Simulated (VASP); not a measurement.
A run of VASP 6.6.1:

File INCAR:

```
SYSTEM = H12CO5
ALGO = Normal
EDIFF = 1E-6
ENCUT = 520
GGA = PE
ISIF = 2
ISMEAR = -1
LASPH = .True.
LCHARG = .False.
LREAL = Auto
LWAVE = .False.
NBANDS = 38
NELM = 100
PREC = Accurate
SIGMA = 0.05
```

Contents of KPOINTS:

```
k-points
0
Gamma
  1 1 1
  0 0 0
```

File POSCAR:

```
H12CO5
1.0
    5.3085660000      0.0000000000      0.0000000000
    0.0000000000      5.3085660000      0.0000000000
    0.0000000000      0.0000000000      5.3085660000
O H C
5 12 1
Direct
    0.0773655258      0.4381974341      0.3299949553
    0.2938269958      0.3352506119      0.8630579332
    0.7700949748      0.1452181248      0.5664995029
    0.2082106543      0.8086741316      0.6019704756
    0.5342497390      0.7089108433      0.0944322817
    0.1566713120      0.5854688441      0.4101295906
    0.0991228140      0.4378018471      0.1530545160
    0.2021261486      0.1895427127      0.9277081607
    0.4735177070      0.3371908723      0.9433244307
    0.8546187426      0.2839561569      0.4520806561
    0.5942282718      0.1855868421      0.5957917826
    0.0702637963      0.9236204278      0.5519192942
    0.1677289121      0.7243575760      0.7653290926
    0.7488086236      1.0430877190      0.0105678257
    0.5119461640      0.7448150781      0.2661735768
    0.9491075368      0.7549308043      0.0727126685
    0.7615050844      0.8043415114     -0.2129388615
    0.7628425454      0.8373447745     -0.0113966747
```

Potentials or basis: VASP PAW PBE potentials, release 64 (O, H, C).

Command:

```console
$ cat potpaw_PBE.64/O/POTCAR potpaw_PBE.64/H/POTCAR potpaw_PBE.64/C/POTCAR > POTCAR
$ mpirun -np 1 vasp_gam > vasp.out
```

Hardware: 1 thread of Intel(R) Xeon(R) Platinum 8488C (Sapphire Rapids) (shared host).

Task: How long does it take, and how much memory?

Result: Wall time 27 s on 1 thread of Intel(R) Xeon(R) Platinum 8488C (Sapphire Rapids) (shared host), peak memory 0.23 GiB. Counts: scf iterations 15, k points 1.
